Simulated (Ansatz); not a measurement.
# HfSi: further runs on the relaxed cell

An exercise on one series of results from a longer session: the logs are not shown, and one member is left open.

Computed with Ansatz 0.2.0 (DFT PBEsol, scalar-relativistic, plane waves, PAW, unless a step's input says otherwise).

2 further runs of the same task are left out: 2 set aside as unsound or not needed. Runs told in other sessions of the task aren't counted.

## Starting point

The structure is orthorhombic, space group Pnma (No. 62). The conventional cell has a = 6.822 Å, b = 3.760 Å, c = 5.202 Å, α = 90.00°, β = 90.00°, γ = 90.00°. Hf (site symmetry m) has 7 Si at 2.69 to 2.87 Å in its first shell of neighbours. Si (site symmetry m) has 2 Si at 2.45 Å and 7 Hf at 2.69 to 2.87 Å in its first shell of neighbours.

Coordinates:

```cif
data_structure
_symmetry_space_group_name_H-M 'Pnma'
_symmetry_Int_Tables_number 62
_cell_length_a 6.8218
_cell_length_b 3.7596
_cell_length_c 5.2017
_cell_angle_alpha 90.000
_cell_angle_beta 90.000
_cell_angle_gamma 90.000
_cell_volume 133.41
loop_
_atom_site_label
_atom_site_type_symbol
_atom_site_symmetry_multiplicity
_atom_site_Wyckoff_symbol
_atom_site_fract_x
_atom_site_fract_y
_atom_site_fract_z
_atom_site_occupancy
Hf1 Hf 4 c 0.17559 0.25000 0.12649 1
Si1 Si 4 c 0.04306 0.25000 0.64020 1
```

This cell was relaxed beforehand with the same method: volume 16.68 Å³/atom, gap on the mesh none (metal).

Set-up of the first run:

Input file input.yaml:

```yaml
crystal:
  lattice:
    - [6.7529000231, 0.0, 0.0]
    - [0.0, 3.7216610791, 0.0]
    - [0.0, 0.0, 5.1491974514]
  atoms:
    - { symbol: Hf, position: [0.1755908221, 0.25, 0.1264896848] }
    - { symbol: Hf, position: [0.3244091779, 0.75, 0.6264896848] }
    - { symbol: Hf, position: [0.6755908221, 0.25, 0.3735103152] }
    - { symbol: Hf, position: [0.8244091779, 0.75, 0.8735103152] }
    - { symbol: Si, position: [0.0430603597, 0.25, 0.6402012504] }
    - { symbol: Si, position: [0.4569396403, 0.75, 0.1402012504] }
    - { symbol: Si, position: [0.5430603597, 0.25, 0.8597987496] }
    - { symbol: Si, position: [0.9569396403, 0.75, 0.3597987496] }
basis:
  ecutwfc: 420
kpoints:
  mp_grid: { grid: [6, 10, 8] }
hamiltonian:
  xc: pbesol
scf:
  occupations: { method: gaussian, width: 0.1 }
output:
  forces: true
  stress: true
  eigenvalues: true
relax:
  adjacent_minimum: "off"
  f_tol: 0.01
  max_steps: 30
  cell: { stress_tol: 0.1, fix: [volume] }
```

The run is started by

```
$ ansatz run input.yaml --threads 2 --pin off --max-ram 5120MiB --backend cpu --events-out ev --progress --plain --runs-dir out
```

Among the steps run: Point at V/V0 = 0.97; Point at V/V0 = 1.03; Point at V/V0 = 0.94; The cell scaled to 1.06 of its volume; Volume × 0.91; Point at V/V0 = 1.10; Point at V/V0 = 0.88.

One table of the session follows, with a row left open; its other results are not shown here.

It belongs to the step «Equation of state». 

```
volume (Å³/atom)  energy above the lowest point (meV/atom)  pressure (GPa)
          14.675                                     147.8           26.39
          15.176                                      78.5           18.20
          15.676                                      33.0           11.17
          16.176                                       7.8            5.15
          16.677                                       0.0           -0.01
          17.177                                       7.1           -4.43
          17.677                                         ?               ?
          18.344                                      70.4          -12.42
```

Estimate the missing values for volume (Å³/atom) = 17.677.

Worked estimate for «energy above the lowest point (meV/atom)». A straight line through the neighbours (17.177, 7.1) and (18.344, 70.4) gives 7.1 + (70.4 − 7.1) × (17.677 − 17.177) / (18.344 − 17.177) = 34.2; a parabola fitted to 3 rows on both sides gives 26.2.

As computed: energy above the lowest point (meV/atom): 27.1; pressure (GPa): -8.22. In «energy above the lowest point (meV/atom)» the line misses by +7.1 and the parabola by -0.9.
